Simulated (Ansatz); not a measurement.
# Bi in Ansatz: the effect of functional

Bi:

```
Bi
1.0
     2.23685    1.29145    3.88478
    -2.23685    1.29145    3.88478
     0.00000   -2.58290    3.88478
Bi
2
Direct
  0.76600 0.76600 0.76600
  0.23400 0.23400 0.23400
```

The cell isn't the ideal one: volume scaled by 0.96.

Alike in all runs:

```yaml
Program: Ansatz 0.2.0
Task: single point
Potentials_or_basis: Ansatz PAW
k_mesh: 7 × 7 × 7
Occupations: fermi-dirac, width 0.05 eV
Spin: no spin polarisation
```

```csv
functional,cutoff,gap on the mesh (eV),pressure (GPa),largest force (eV/Å)
LDA,420 eV (not typed: the program's choice for these potentials),0.29,0.5,0.24
PBEsol,420 eV (not typed: the program's choice for these potentials),?,?,?
r2SCAN,500 eV (not typed: the program's choice for these potentials),0.32,3.6,0.22
```

Problem. What does the run with functional PBEsol give?

Solution. gap on the mesh 0.28 eV; pressure 1.8 GPa; largest force 0.32 eV/Å.

Caveats: odd divisions of the mesh miss points on the zone boundary, where band edges often lie, so the gap on the mesh can be too wide; spin-orbit coupling is left out, which as a rule narrows the gap of such compounds by several tenths of an eV; the PAW data sets come from PBE, with cores solved anew for the run's functional, which leaves a small shift of forces and pressure.

A k mesh can miss the band edges.
